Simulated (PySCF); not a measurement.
A side-by-side comparison of computed properties.

First species: C6H8N (charge +1).
Atom-mapped SMILES: `[NH3+:1][c:2]1[cH:3][cH:4][cH:5][cH:6][cH:7]1` (hydrogens: H8, H9, H10 on N1; H11 on C3; H12 on C4; H13 on C5; H14 on C6; H15 on C7)

Structure used (GFN2-xTB), in Å, numbered top down from 1:
```xyz
15
C6H8N angstrom
N      2.168   -0.256   -0.098
C      0.692   -0.080   -0.036
C     -0.118   -1.202   -0.030
C     -1.492   -1.034    0.033
C     -2.034    0.240    0.090
C     -1.209    1.353    0.085
C      0.168    1.198    0.022
H      2.536   -0.574    0.810
H      2.418   -0.958   -0.808
H      2.616    0.640   -0.337
H      0.307   -2.193   -0.074
H     -2.134   -1.900    0.038
H     -3.104    0.366    0.136
H     -1.630    2.344    0.130
H      0.812    2.064    0.018
```

Second species: C₃H₈FNO₂Si.
Cartesian coordinates in Å at the GFN2-xTB level; atoms count from 1:
```xyz
16
C3H8FNO2Si angstrom
C     -1.246    1.408    0.421
C     -1.103    0.195   -0.487
C     -1.033   -1.118    0.328
O      0.320   -1.443    0.518
Si     1.258   -0.623   -0.532
N      2.503    0.212    0.296
F      1.857   -1.560   -1.699
O      0.098    0.283   -1.221
H     -0.445    1.400    1.156
H     -2.208    1.391    0.927
H     -1.167    2.316   -0.170
H     -1.925    0.160   -1.211
H     -1.515   -1.936   -0.215
H     -1.505   -1.006    1.306
H      2.807   -0.166    1.178
H      3.298    0.497   -0.249
```

Levels: CAM-B3LYP/def2-SVPD for HOMO energy, LUMO energy, HOMO–LUMO gap and static isotropic polarisability; TDDFT CAM-B3LYP/def2-SVPD for lowest singlet excitation; TDA CAM-B3LYP/def2-SVPD for lowest triplet excitation (Tamm–Dancoff). Geometries: GFN2-xTB. Each structure is a single optimised conformer of the isolated species, non-relativistic unless stated; the electronic structure was computed with PySCF and density fitting.

| property | column X | column Y |
| --- | --- | --- |
| HOMO energy | -9.48 eV | -13.09 eV |
| LUMO energy | 0.86 eV | -4.01 eV |
| HOMO–LUMO gap | 10.34 eV | 9.08 eV |
| lowest singlet excitation | 7.06 eV | 5.57 eV |
| lowest triplet excitation (Tamm–Dancoff) | 6.67 eV | 4.19 eV |
| static isotropic polarisability | 67.9 au | 69.7 au |

Which column belongs to which species?

Column X is the second species and column Y the first. The first has 15 atoms and 50 electrons, the second 16 and 72; their charges are +1 and 0, their HOMO energies -13.09 eV and -9.48 eV.

How does each property change from the first species to the second?

HOMO energy +3.61 eV; LUMO energy +4.87 eV; HOMO–LUMO gap +1.26 eV; lowest singlet excitation +1.49 eV; lowest triplet excitation (Tamm–Dancoff) +2.48 eV; static isotropic polarisability -1.8 au.

On the first: No computed singlet falls in the visible range (750 to 380 nm, 1.65 to 3.26 eV); S1 lies 2.31 eV above its blue end. The vertical singlet–triplet gap S1 − T1 is 1.38 eV (TDDFT singlet less Tamm–Dancoff triplet; S1: HOMO→LUMO+1, weight 0.44, beside HOMO−1→LUMO+2, weight 0.33; T1: HOMO−1→LUMO+1, weight 0.36, beside HOMO→LUMO+2, weight 0.35).

On the second: No computed singlet falls in the visible range (750 to 380 nm, 1.65 to 3.26 eV); S1 lies 3.80 eV above its blue end. The polarisability is 10.07 Å³ as a volume (1 au = 0.148185 Å³), or 0.94 au for each of the 72 electrons.
